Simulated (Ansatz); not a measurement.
**Te₂Mo: from a trial structure to a relaxed crystal**

Level of theory: DFT PBE, scalar-relativistic, plane waves, PAW in Ansatz. Cutoff 420 eV, Γ-centred k mesh, Gaussian smearing, no spin polarisation in the final step.

The start puts Te₂Mo on the cubic Laves (C15) structure type (Fd-3m, No. 227), with Mo in place of Mg, Te in place of Cu, at a guessed volume.

```yaml
crystal:
  lattice:
    - [0.00000, 4.32805, 4.32805]
    - [4.32805, 0.00000, 4.32805]
    - [4.32805, 4.32805, 0.00000]
  atoms:
    - { symbol: Te, position: [0.62500, 0.62500, 0.62500] }
    - { symbol: Te, position: [0.12500, 0.62500, 0.62500] }
    - { symbol: Te, position: [0.62500, 0.62500, 0.12500] }
    - { symbol: Te, position: [0.62500, 0.12500, 0.62500] }
    - { symbol: Mo, position: [0.00000, 0.00000, 0.00000] }
    - { symbol: Mo, position: [0.25000, 0.25000, 0.25000] }
```

Cell and atoms relax at zero pressure; the relaxation can't lower the symmetry of the start. After a coarse first stage the cell is made exact in the group found at 0.06 Å.

The zero of energy is the elements' standard structures at the same level; no fitted shifts are applied.

(1) Which crystal results?

(2) What are its volume, energy, density and gap?

Answers

(1) It keeps Fd-3m (No. 227). The result has the cubic Laves (C15) structure. Conventional cell: a = 8.416 Å. Te has 6 Te at 2.98 Å and 6 Mo at 3.49 Å; around Mo lie 12 Te at 3.49 Å and 4 Mo at 3.64 Å.

Space group Fd-3m:1 (No. 227). a = 8.416 Å, b = 8.416 Å, c = 8.416 Å, α = 90.00°, β = 90.00°, γ = 90.00°
```tsv
atom	site	symmetry	x	y	z
Te	16c	.-3m	0.1250	0.1250	0.1250
Mo	8b	-43m	0.0000	0.0000	0.5000
```

(2) The volume per atom is 24.84 Å³. The density is 7.82 g/cm³. The energy over the elements is 1.79 eV/atom. The gap on the 8×8×8 mesh is 0 eV (a metal).

The final run used a 8×8×8 mesh on its 6-atom cell and 0.10 eV smearing. The k mesh leaves about 4 meV/atom of noise in metals. Spin–orbit coupling is left out. Symmetry constrained the relaxation, so the result can be a saddle point. The steps took of the order of 40 core-seconds in all.

Cost: 3 runs of about 0.67 core-minutes in all, on Intel Xeon 6975P-C (Granite Rapids) (shared hosts).